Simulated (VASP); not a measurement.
A run of VASP 6.6.1 is set up as follows.

The input INCAR:

```
  PREC = Accurate
  ENCUT = 520
  EDIFF = 1E-6
  ISMEAR = 0
  SIGMA = 0.1
  LREAL = F
  LASPH = T
  NELM = 60
  ALGO = Normal
  ISIF = 2
  LWAVE = F
  LCHARG = F
  GGA = PE
  NBANDS = 11
```

Contents of KPOINTS:

```
Automatic mesh
0
Gamma
  12 12 12
```

File POSCAR:

```
Ca
1.0
   -2.0642233164      2.0209754305      2.1680585013
    2.0308862936     -1.9857936712      2.0992561083
    2.2406397087      2.1622100635     -2.1327311187
Ca
1
Direct
    0.5000000000      0.5000000000      0.0000000000
```

Potentials or basis: VASP PAW PBE potentials, release 64 (Ca_sv).

Launch:

```console
$ cat potpaw_PBE.64/Ca_sv/POTCAR > POTCAR
$ mpirun -np 1 vasp_std > vasp.out
```

Task: Predict the pressure.

Result: 2.0 GPa.

Task: Estimate the band gap on the k mesh.

Result: None (metal or under the smearing width).

Stress tensor (GPa, compression positive):
```
 1.99 -1.36  0.39
-1.36  1.99 -0.43
 0.39 -0.43  2.04
```
